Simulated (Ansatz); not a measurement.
# H-BN-H chair monolayer in a perpendicular field, part 2 of 2

Wanted: the out-of-plane response of the H-BN-H chair monolayer. A positive field points along +c.

Ansatz 0.2.0; plane-wave DFT, PBE-D3(BJ), Ansatz PAW (set soft_1); PAW set soft_1.

So far. Step 2 (Relaxing the slab): The lattice constant a goes from 2.557 to 2.583 Å.

## 3. Atoms held, field 0

A sawtooth potential applies the field, turning back in the middle of the vacuum. With the dipole correction the typed value is the field outside the slab. The induced dipole is small, so the SCF threshold is tight.

The cell differs from the one that the last finished run ended in (c 36.387 → 20.748 Å).

File input.yaml:

```yaml
crystal:
  lattice:
    - [2.5831506808, 0.0, 0.0]
    - [-1.2915753404, 2.2370741114, 0.0]
    - [0.0, 0.0, 20.747510719]
  atoms:
    - { symbol: H, position: [0.6666666667, 0.3333333333, 0.4337869792] }
    - { symbol: "N", position: [0.6666666667, 0.3333333333, 0.4836446413] }
    - { symbol: B, position: [0.3333333333, 0.6666666667, 0.5085067924] }
    - { symbol: H, position: [0.3333333333, 0.6666666667, 0.5662130208] }
kpoints:
  mp_grid: { grid: [18, 18, 1] }
  band_path:
    path: [[0, 0, 0], [0.5, 0, 0], [0.33333333, 0.33333333, 0], [0, 0, 0]]
    npoints: 16
hamiltonian:
  xc: pbe
  dispersion: d3bj
  pseudopotentials: { kind: paw, azcp: { folder: soft_1 } }
scf:
  occupations: { method: fermi_dirac, width: 0.02585 }
  convergence: { dr2_threshold: 1.0e-10 }
efield:
  axis: 3
  dipole_correction: true
  ramp_position: 0.97
  ramp_width: 0.06
  amplitude: 0
output:
  dos: { projected: true, e_range: [-6, 5] }
  write_potential: true
  write_density: true
  volumetric_format: npy
  elf: true
```

On the command line:

```sh
$ ansatz run input.yaml --threads 2 --pin off --max-ram 3072MiB --backend cpu --events-out ev --progress --plain --runs-dir out
```

Numbers of over 12 decimals in the logs are rounded to 6 here.

The program printed:

```text
[...]
Crystal: 4 atoms, lattice volume = 119.894 Å³
Basis set: ecut = 420 eV, 2415 PW (Γ)
Bands: 9, of which v1, the nominal top of the filled ones, is band 5 counted from 1 (4 counted from 0)
Symmetry: 6 space group operations
[...]
k-points: 37 of 324 (time reversal used)
[...]
SCF iter   1: F=—  HF=-576.194393 eV  |F-HF|=—  |Δ(HF+E_count)|=         —  Δρ=6.62e-2  dr2=6.33e0  ethr=3.10e-3  p=0.000 e·Å  D=3.21e-7 V/Å  ΔV_dip=-0.00 eV  dr2_dipole=1.85e-1  V_vac-E_F(+/−)=7.87/7.87 eV  ⟨swp⟩=6.9  Hψ=2870  notcnv=0
efield: sawtooth ramp at fractional position 0.9700 (set: `efield.ramp_position`, or a place that a band, a saddle search or an elastic batch's reference lends), width 0.0600; the density the first Hamiltonian is built on has a dipole p = 0.000 e·Å; the dipole correction subtracts the counter field D = 3.21e-7 V/Å, which shifts the + side's vacuum level by -0.00 eV against the − side's; the planar-averaged density in the ramp window peaks in size at 6.0e-6 e/Å³
[...]
SCF iter   2: F=—  HF=-574.457253 eV  |F-HF|=—  |Δ(HF+E_count)|=    1.74e0  Δρ=3.49e-2  dr2=1.68e0  ethr=3.10e-3  p=-0.247 e·Å  D=-3.73e-1 V/Å  ΔV_dip=7.74 eV  dr2_dipole=1.96e-1  V_vac-E_F(+/−)=9.18/1.44 eV  ⟨swp⟩=5.7  Hψ=1397  notcnv=0
[...]
SCF iter  11: F=-574.026786 eV  HF=-574.026786 eV  |F-HF|=4.09e-12  |Δ(HF+E_count)|=  2.51e-10  Δρ=1.30e-7  dr2=1.52e-11  ethr=1.00e-12  p=-0.142 e·Å  D=-2.14e-1 V/Å  ΔV_dip=4.44 eV  dr2_dipole=7.89e-13  V_vac-E_F(+/−)=6.77/2.33 eV  ⟨swp⟩=5.2  Hψ=1885  notcnv=0
SCF 1 converged in 11 iterations: F = -574.026786 eV  dr2 = 1.52e-11
[...]
NSCF: frozen V_eff on 49 k-points
efield: sawtooth ramp at fractional position 0.9700 (kept from the solve that this one continues, or follows in the run), width 0.0600; the density the first Hamiltonian is built on has a dipole p = -0.142 e·Å; the dipole correction subtracts the counter field D = -2.14e-1 V/Å, which shifts the + side's vacuum level by +4.44 eV against the − side's; the planar-averaged density in the ramp window peaks in size at 8.3e-6 e/Å³
[...]
SCF converged after 11 iterations
Free energy (F): -574.026786 eV
[...]
Internal energy: -574.026786 eV  (E = F + TS)
E sigma→0 (E₀):  -574.026786 eV
Fermi energy:    -2.724852 eV
Dipole field:    D = -0.213990 V/Å  (p = -0.141784 e·Å, saw-weighted, corrected)
Work function:   Φ+ = 6.7683 eV   Φ− = 2.3286 eV
Levels:          The Fermi level and band energies are counted from a zero that moves with the ramp; work functions are not
[...]
--- Band table (eV; the first three rows and the last of 37) ---
[...]
```

Elapsed: 5.8 s, on 2 threads of Arm Neoverse V1, shared host; peak memory 0.37 GiB.

In the SCF lines HF is the Harris–Foulkes energy and dr2 the Hartree energy of the density residual, in eV; the loop may stop once dr2 is under the threshold and the program's other checks hold. Hψ counts applications of the Hamiltonian.

Numbers from this step:

| Item | Value |
| --- | --- |
| gap on the k-mesh | 2.847 eV |
| dipole along the normal | -0.1418 e·Å |
| gap along the path | 2.847 eV |
| smallest direct gap along the path | 2.847 eV |
| step between the vacuum levels | 4.440 eV |
| ionisation energy, upper face | 8.198 eV |
| electron affinity, upper face | 5.351 eV |
| ionisation energy, lower face | 3.758 eV |
| gap, the smaller of path and mesh | 2.847 eV |

Running mean over a fixed 2.7 Å (it still follows the layers) of the planar mean; the ramp of the sawtooth is left out. Electron's electrostatic potential energy less the Fermi level against z:

```tsv
z (Å)	electron's electrostatic potential energy less the Fermi level (eV)
3.0	2.33
3.5	2.33
4.0	2.33
4.5	2.33
5.0	2.33
5.5	2.33
6.0	2.32
6.5	2.30
7.0	2.22
7.5	1.87
8.0	1.21
8.5	-0.205
9.0	-3.27
9.5	-5.73
10.0	-6.17
10.5	-5.57
11.0	-4.35
11.5	-1.20
12.0	2.69
12.5	4.99
13.0	5.89
13.5	6.57
14.0	6.73
14.5	6.76
15.0	6.77
15.5	6.77
16.0	6.77
16.5	6.77
17.0	6.77
17.5	6.77
```

The density of states has structure finer than the step of the table below, so its rows give means over 0.25 eV, whole bins alone (the curve runs from -6 to 3.4 eV). Peaks (eV: height): -2.720: 1.81, -2.090: 11.0.

The density of states by energy, zero at the Fermi level of the run, which the smearing sets inside the gap; means over each step:

energy (eV), density of states (states/eV a cell) and a bar:
```
    -5.75        0.5 ###
    -5.50        0.5 ###
    -5.25        0.5 ###
    -5.00        0.5 ###
    -4.75        0.5 ###
    -4.50        0.6 ####
    -4.25        0.7 ####
    -4.00        0.8 #####
    -3.75        1.0 ######
    -3.50        0.7 ####
    -3.25        0.7 ####
    -3.00        0.9 ######
    -2.75        1.0 ######
    -2.50        1.2 #######
    -2.25        1.9 ############
    -2.00        4.8 ##############################
    -1.75        0.4 ###
    -1.50        0.2 #
    -1.25        0.0 
    -1.00        0.0 
    -0.75        0.0 
    -0.50        0.0 
    -0.25        0.0 
     0.00        0.0 
     0.25        0.0 
     0.50        0.0 
     0.75        0.0 
     1.00        0.0 
     1.25        0.0 
     1.50        0.2 #
     1.75        0.3 ##
     2.00        0.3 ##
     2.25        0.3 ##
     2.50        0.3 ##
     2.75        0.3 ##
     3.00        0.6 ###
     3.25        0.6 ####
```

Projected DOS per atom over height of the atomic layer and energy from the Fermi level. Layers: H N B H from below.

Ten even steps from '_' (0.00 states/eV) to '@' (1.38 states/eV), each cell a mean:
```
________
________
________
________
________
________
________
________
________
________
________
__..____
__--@@%%
..------
__::....
__--..__
__==..__
__==..__
__--..__
__::..__
__::____
__::____
```
Columns: height of the atomic layer (Å) from 9 to 11.7 (not evenly spaced); rows upwards: energy from the Fermi level (eV) from -5.96 to 3.4.

Electronic bands along the path, in eV, zero at the Fermi level of the run, which the smearing sets inside the gap:

```tsv
point	band 2	band 3	band 4	band 5	band 6	band 7	band 8	band 9
Γ	-9.68	-3.13	-1.43	-1.43	1.42	2.86	4.30	5.97
halfway	-8.70	-5.36	-2.77	-2.42	2.89	4.63	6.00	7.45
M	-9.21	-6.98	-3.78	-2.10	6.02	7.36	8.16	9.67
halfway	-8.82	-6.83	-5.32	-1.98	6.80	7.62	9.13	10.51
K	-7.94	-7.34	-6.52	-1.86	7.44	8.06	9.54	10.72
halfway	-8.43	-5.74	-3.78	-2.25	3.38	5.23	6.58	8.01
Γ	-9.68	-3.13	-1.43	-1.43	1.42	2.86	4.30	5.97
```

The electronic bands as a text plot (rows in eV, shown from -9.4 to 6.0 only):

```
    5.6 |+       ++  +    +++                  +   +   ++       +
    5.0 |    ++++   +    +                      +   ++   +++
    4.4 |++++    +++  +++                        ++   +++   +++++
    3.7 |      ++    +                             +     +++
    3.1 |++++++    ++                               +++     +++++
    2.4 |       +++                                    +++
    1.8 |  +++++                                          +++++
    1.2 |++                                                    ++
    0.5 |
   -0.1 |
   -0.8 |
   -1.4 |****                                                ****
   -2.1 |  ******   **********************************    *****
   -2.7 |    ********                                 *******
   -3.3 |****  *     *****                            *   ** ****
   -4.0 |       *         *******                  ***   *
   -4.6 |        **              *               **    **
   -5.3 |          *              **            *     *
   -5.9 |           *               **         *    **
   -6.5 |            *            ******************
   -7.2 |             ************     *****
   -7.8 |                              *****   ****
   -8.5 |          *******          ***     ***    ****
   -9.1 |    ******       **********                   *****
         Γ                   M           K                      Γ
```

Valence density in the ca plane at fractional y = 0.333, with atoms of H and N within 0.2 Å of it. It is the smooth field of the valence electrons, not physical close to the nuclei.

Values in e/Å³, 5 rows by 16 columns, each cell a mean:
```
0.0 0.0 0.0 0.0 0.0 0.0 0.2 1.4 1.2 0.1 0.0 0.0 0.0 0.0 0.0 0.0
0.0 0.0 0.0 0.0 0.0 0.0 0.6 2.6 1.8 0.1 0.0 0.0 0.0 0.0 0.0 0.0
0.0 0.0 0.0 0.0 0.0 0.0 0.2 1.3 1.2 0.1 0.0 0.0 0.0 0.0 0.0 0.0
0.0 0.0 0.0 0.0 0.0 0.0 0.0 0.3 0.5 0.2 0.0 0.0 0.0 0.0 0.0 0.0
0.0 0.0 0.0 0.0 0.0 0.0 0.0 0.3 0.5 0.2 0.0 0.0 0.0 0.0 0.0 0.0
```
Columns run along c (16.0 Å, from fractional 0.11 to 0.88 of the cell), rows up along a (2.6 Å). Atoms in or near the plane, at fractional coordinates: H at (0.43, 0.67), N at (0.48, 0.67).

Electrostatic potential energy in the ca plane at fractional y = 0.333, with atoms of H and N within 0.2 Å of it. With pseudopotentials it is smooth inside the atoms' cores, unlike the true potential.

Ten even steps from '0' (-31 eV) to '9' (3 eV), each cell a mean:
```
99999999999999999988776225899999999999999999
99999999999999999887422002799999999999999999
99999999999999999887100000799999999999999999
99999999999999999888543003899999999999999999
99999999999999999988887446899999999999999999
99999999999999999988888866789999999999999999
99999999999999999998888865689999999999999999
99999999999999999988888776789999999999999999
```
Columns run along c (16.0 Å, from fractional 0.07 to 0.84 of the cell; values clipped at the 3rd and 97th percentile), rows up along a (2.6 Å). Atoms in or near the plane, at fractional coordinates: H at (0.43, 0.67), N at (0.48, 0.67).

ELF in the ca plane at fractional y = 0.333, with atoms of H and N within 0.2 Å of it. It is the smooth field of the valence electrons, not physical close to the nuclei.

Ten even steps from '0' (0.00) to '9' (0.99), each cell a mean:
```
00000000000000000136876787311110000000000000
00000000000000000269998457400000000000000000
00000000000000000379998226400000000000000000
00000000000000000268997567410000000000000000
00000000000000000025665787323321000000000000
00000000000000000000112454357753000000000000
00000000000000000000001232368873100000000000
00000000000000000001123565347752000000000000
```
Columns run along c (16.0 Å, from fractional 0.07 to 0.84 of the cell), rows up along a (2.6 Å). Atoms in or near the plane, at fractional coordinates: H at (0.43, 0.67), N at (0.48, 0.67).

The gap is 2.85 eV, with the valence edge 8.20 eV and the conduction edge 5.35 eV under the upper vacuum level.

## 4. Atoms held, field 0.1 V/Å

Edit input.yaml of step 3 so:

```diff
@@ -25,7 +25,6 @@
   dipole_correction: true
-  ramp_position: 0.97
-  ramp_width: 0.06
-  amplitude: 0
+  ramp_position: 0.9041
+  ramp_width: 0.1918
+  amplitude: 0.1
 output:
-  dos: { projected: true, e_range: [-6, 5] }
   write_potential: true
@@ -33,2 +32 @@
   volumetric_format: npy
-  elf: true
```

The program printed:

```text
[...]
Crystal: 4 atoms, lattice volume = 119.894 Å³
Basis set: ecut = 420 eV, 2415 PW (Γ)
Bands: 9, of which v1, the nominal top of the filled ones, is band 5 counted from 1 (4 counted from 0)
Symmetry: 6 space group operations
[...]
k-points: 37 of 324 (time reversal used)
[...]
Free energy (F): -574.013158 eV
[...]
Internal energy: -574.013158 eV  (E = F + TS)
E sigma→0 (E₀):  -574.013158 eV
Fermi energy:    -2.824897 eV
Dipole field:    D = -0.197344 V/Å  (p = -0.130755 e·Å, saw-weighted, corrected)
Work function:   not extracted (applied field tilts the vacuum); planar V_es + V_field profile in the machine report
[...]
--- Band table (eV; the first three rows and the last of 37) ---
[...]
[key lines of the parts left out:]
SCF converged after 11 iterations
```

It took 6 s on 2 threads; peak memory 0.34 GiB; 12 s of CPU time.

The dipole is -0.131 e·Å, 0.0110 e·Å from its value without field, and the gap 2.677 eV.

## 5. Single point, field -0.1 V/Å

Edit input.yaml of step 4 so:

```diff
@@ -27,3 +27,3 @@
   ramp_width: 0.1918
-  amplitude: 0.1
+  amplitude: -0.1
 output:
```

The program printed:

```text
[...]
Crystal: 4 atoms, lattice volume = 119.894 Å³
Basis set: ecut = 420 eV, 2415 PW (Γ)
Bands: 9, of which v1, the nominal top of the filled ones, is band 5 counted from 1 (4 counted from 0)
Symmetry: 6 space group operations
[...]
k-points: 37 of 324 (time reversal used)
[...]
Free energy (F): -574.041512 eV
[...]
Internal energy: -574.041512 eV  (E = F + TS)
E sigma→0 (E₀):  -574.041512 eV
Fermi energy:    -2.633390 eV
Dipole field:    D = -0.230514 V/Å  (p = -0.152732 e·Å, saw-weighted, corrected)
Work function:   not extracted (applied field tilts the vacuum); planar V_es + V_field profile in the machine report
[...]
--- Band table (eV; the first three rows and the last of 37) ---
[...]
[key lines of the parts left out:]
SCF converged after 11 iterations
```

The job ended after 5.8 s (2 threads; peak memory 0.34 GiB).

The dipole is -0.153 e·Å, -0.0109 e·Å from its value without field, and the gap 3.003 eV.

## 6. Response, atoms held

This step: plane-wave DFT, PBE-D3(BJ), Ansatz PAW (set soft_1); response to a field along the normal, atoms held; PAW set soft_1 (Ansatz 0.2.0).

The dipoles give the slope, and the difference of two potentials shows where the field is screened.

This step gave:

| Item | Value |
| --- | --- |
| equivalent conductor thickness p/(ε₀AE) | 3.441 Å |
| distance between the outer atoms | 2.748 Å |

Dipole of the cell against applied field:

```tsv
applied field (V/Å)	dipole of the cell (e·Å)
-0.1000	-0.153
0.0000	-0.142
0.1000	-0.131
```

Local field over the applied field, running mean. From the potentials at -0.1 and 0.1 V/Å; running mean over 2.5 Å. Table of local field over applied field by z:

```tsv
z (Å)	local field over applied field
4.03	1.000
4.47	0.999
4.90	0.998
5.33	0.996
5.76	0.990
6.20	0.979
6.63	0.955
7.06	0.908
7.49	0.822
7.92	0.693
8.36	0.548
8.79	0.408
9.22	0.273
9.65	0.195
10.09	0.156
10.66	0.164
11.09	0.232
11.53	0.355
11.96	0.488
12.39	0.612
12.82	0.754
13.26	0.878
13.69	0.950
14.12	0.981
14.55	0.994
14.98	0.998
15.42	0.999
15.85	1.000
16.28	1.000
16.71	1.00
```

The induced electron density oscillates, so the rows of the table below give means over windows of 0.5 Å about each position, cut where the curve ends. Its maxima inside the range that stand out by 2 % of the span (Å: e/Å³ per V/Å): 8.64: 0.00370, 9.94: 0.00216, 11.09: 0.00188. Its minima: 9.65: -5.0e-4, 10.52: -0.00359, 11.96: -0.00430.

Electrons, planar mean, per unit field. Table of induced electron density by z; means over each step:

```tsv
z (Å)	induced electron density (e/Å³ per V/Å)
4.5	3.8e-6
5.0	1.1e-5
5.5	2.9e-5
6.0	7.6e-5
6.5	1.9e-4
7.0	4.4e-4
7.5	9.9e-4
8.0	0.00205
8.5	0.00335
9.0	0.00251
9.5	-6.4e-5
10.0	0.00111
10.5	-0.00252
11.0	9.6e-4
11.5	-8.3e-4
12.0	-0.00398
12.5	-0.00271
13.0	-0.00111
13.5	-3.6e-4
14.0	-1.1e-4
14.5	-2.8e-5
15.0	-7.3e-6
15.5	-1.7e-6
16.0	-4.0e-7
```

The smaller of the gaps on the path and on the k-mesh, counted as 0 under 0.03 eV; in a wide-gap layer a fall can come from a state in the tilted vacuum. The gap by applied field:

```tsv
applied field (V/Å)	gap (eV)
-0.1000	3.00
0.0000	2.85
0.1000	2.68
```

By hand: between -0.1 and 0.1 V/Å the dipole changes by 0.02198 e·Å, a slope of 0.1099 e·Å²/V. A perfect conductor of thickness t has p = ε₀AEt, so t = 180.95 × 0.1099 / 5.779 = 3.44 Å (e/ε₀ = 180.95 V·Å, A in Å²).

The induced dipole is that of a conductor 3.44 Å thick.

## 7. Results

```
gap without field                          : 2.85 eV
ionisation energy, upper face              : 8.20 eV
electron affinity, upper face              : 5.35 eV
step between the vacuum levels             : 4.44 eV
equivalent conductor thickness, atoms held : 3.44 Å
```

What this shows: The induced dipole equals that of a perfect conductor 3.44 Å thick, while the outer atoms lie 2.75 Å apart; an out-of-plane ε follows only once a thickness t is chosen, by 1 − 1/ε = 3.44 Å / t. The two faces differ: the vacuum level above lies 4.44 eV higher than the one below. The gap goes from 2.85 eV to 3.00 eV at -0.1 V/Å. With the field reversed the gap is 2.68 eV at 0.1 V/Å. Semilocal functionals give gaps that are too small, and excitons are not included.

[Logs are printed without paths, hosts, clocks, repeated set-up lines and the standing remarks that a program may print on its own settings, such as how far it seeks lower states.]

[Hosts, paths, dates, database ids (printed as entryN), source tags and the programs' standing remarks are cut or masked in the printed files.]

[Maps of the electrostatic potential energy from Ansatz leave out the sawtooth potential of an applied field or a dipole correction, so their vacuum need not be flat; planar profiles and work functions include it.]
